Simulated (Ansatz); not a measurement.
A 2-atom cell of MgSe (Fm-3m) from a materials database at its r2SCAN geometry, run in the PAW code Ansatz at 3 levels of theory. No spin polarisation and no zero-point or thermal motion.

The r2SCAN input:
```yaml
crystal:
  lattice:
    - [0.0, 2.7362727707, 2.7362727707]
    - [2.7362727707, 0.0, 2.7362727707]
    - [2.7362727707, 2.7362727707, 0.0]
  atoms:
    - { symbol: Mg, position: [0.0, 0.0, 0.0] }
    - { symbol: Se, position: [0.5, 0.5, 0.5] }
kpoints:
  mp_grid: { grid: [8, 8, 8] }
  band_path:
    path:
      - [0.0, 0.0, 0.0]
      - [0.5, 0.0, 0.5]
      - [0.625, 0.25, 0.625]
      - [0.375, 0.375, 0.75]
      - [0.5, 0.5, 0.5]
      - [0.5, 0.25, 0.75]
      - [0.0, 0.5, 0.5]
    npoints: 1
hamiltonian:
  xc: r2scan
scf:
  occupations: { method: fixed }
  n_extra_bands: 4
output:
  forces: true
  stress: true
  eigenvalues: true
  write_density: true
  write_potential: true
  elf: true
  volumetric_format: npy
```

Main results, then, where recorded, the levels near the gap in eV from the Fermi energy (columns number the bands from 0), one row a point of the path (Γ, X, U, K, L, W, X):
```
Crystal: 2 atoms, lattice volume = 40.974 Å³
Symmetry: 48 space group operations
Space group: Fm-3m (ITA 225)
```
```
Basis set: ecut = 500 eV, 1037 PW (Γ)
k-points: 29 of 512
SCF converged after 6 iterations
Free energy (F): -7407.455794 eV
Fermi energy:    7.359627 eV
--- Stress (GPa, compression-positive) ---
       -0.013811       0.000000       0.000000
        0.000000      -0.013811       0.000000
        0.000000       0.000000      -0.013811
  P = ⅓ Tr σ = -0.0138 GPa (-0.138 kbar)
```
```tsv
band_8	band_9	band_10	band_11	band_12	band_13	band_14	band_15
-43.334	-13.322	0.000	0.000	0.000	3.438	8.030	8.030
-43.335	-11.860	-4.254	-1.789	-1.789	2.477	4.557	12.749
-43.335	-11.863	-3.758	-3.281	-1.441	3.695	6.910	9.655
-43.335	-11.863	-3.758	-3.281	-1.441	3.695	6.910	9.655
-43.334	-12.185	-4.905	-0.599	-0.599	4.516	6.723	6.723
-43.335	-11.825	-3.299	-3.299	-2.474	5.149	7.719	8.240
-43.335	-11.860	-4.254	-1.789	-1.789	2.477	4.557	12.749
```

With r2SCAN the valence top lies at Γ and the conduction bottom at X, 2.48 eV higher; the smallest vertical gap, at Γ, is 3.44 eV.

Problem. Another run on the same cell gave
```
Basis set: ecut = 500 eV, 1037 PW (Γ)
k-points: 16 of 216
hybrid outer 1: dexx = +1.288e-4 eV, tail = 7.38e-7 eV
hybrid outer 2: dexx = +3.331e-9 eV, tail = 8.00e-9 eV, Δε = 3.44e-4 eV
hybrid SCF converged: 2 outer / 8 inner (+3 warm-up)
Free energy (F): -7407.125999 eV
Fermi energy:    7.032328 eV
--- Stress (GPa, compression-positive) ---
       -0.289476       0.000000       0.000000
        0.000000      -0.289476       0.000000
        0.000000       0.000000      -0.289476
  P = ⅓ Tr σ = -0.2895 GPa (-2.895 kbar)
```
```tsv
band_8	band_9	band_10	band_11	band_12	band_13	band_14	band_15
-44.506	-13.772	0.000	0.000	0.000	3.955	8.630	8.630
-44.508	-12.248	-4.431	-1.858	-1.858	2.998	5.078	13.431
-44.507	-12.252	-3.914	-3.408	-1.494	4.236	7.499	10.329
-44.507	-12.252	-3.914	-3.408	-1.494	4.236	7.499	10.329
-44.506	-12.588	-5.106	-0.620	-0.620	5.041	7.325	7.325
-44.507	-12.212	-3.434	-3.434	-2.560	5.742	8.346	8.844
-44.508	-12.248	-4.431	-1.858	-1.858	2.998	5.078	13.431
```
Which level of theory and mesh gave it?

Solution. It is r2SCANh, judged by the exchange loop and the size of the gap (a near hybrid could fit too), on 6×6×6; the blocks that differ from the first input, but for the band path:
```yaml
kpoints:
  mp_grid: { grid: [6, 6, 6] }
hamiltonian:
  xc: r2scanh
```
The r2SCANh gap is indirect, 3.00 eV (Γ to X), below the direct gap of 3.96 eV at Γ. The mean stress, -0.3 GPa, is small, and the program warns that its thresholds are loose for a hybrid's stress.

Problem. Another run on the same cell gave
```
Basis set: ecut = 420 eV, 821 PW (Γ)
k-points: 16 of 216
hybrid outer 1: dexx = +5.892e-3 eV, tail = 7.15e-5 eV
hybrid outer 2: dexx = +3.999e-7 eV, tail = 4.57e-8 eV, Δε = 4.34e-3 eV
hybrid SCF converged: 2 outer / 10 inner (+2 warm-up)
Free energy (F): -7397.462462 eV
Fermi energy:    6.686126 eV
--- Stress (GPa, compression-positive) ---
       -0.206231       0.000000       0.000000
        0.000000      -0.206231       0.000000
        0.000000       0.000000      -0.206231
  P = ⅓ Tr σ = -0.2062 GPa (-2.062 kbar)
```
```tsv
band_8	band_9	band_10	band_11	band_12	band_13	band_14	band_15
-45.363	-14.165	0.000	0.000	0.000	4.184	9.152	9.152
-45.364	-12.572	-4.664	-1.941	-1.941	3.348	5.505	13.772
-45.364	-12.575	-4.123	-3.606	-1.557	4.633	7.982	10.870
-45.364	-12.575	-4.123	-3.606	-1.557	4.633	7.982	10.870
-45.363	-12.926	-5.400	-0.633	-0.633	5.401	7.833	7.833
-45.364	-12.532	-3.616	-3.616	-2.716	6.222	8.814	9.323
-45.364	-12.572	-4.664	-1.941	-1.941	3.348	5.505	13.772
```
Which level of theory and mesh gave it?

Solution. It is PBE0, judged by the exchange loop and the size of the gap (a near hybrid could fit too), on 6×6×6; the blocks that differ from the first input, but for the band path:
```yaml
kpoints:
  mp_grid: { grid: [6, 6, 6] }
hamiltonian:
  xc: pbe0
```
With PBE0 the valence top lies at Γ and the conduction bottom at X, 3.35 eV higher; the smallest vertical gap, at Γ, is 4.18 eV. The mean stress, -0.2 GPa, is small, and the program warns that its thresholds are loose for a hybrid's stress.

The hybrids run on coarser meshes, which limits their stresses and small splittings of levels.

Totals of different functionals can't be compared.

Spin-orbit coupling is left out.

The meshes of the hybrids are coarse, so their gaps aren't converged to the digits shown.
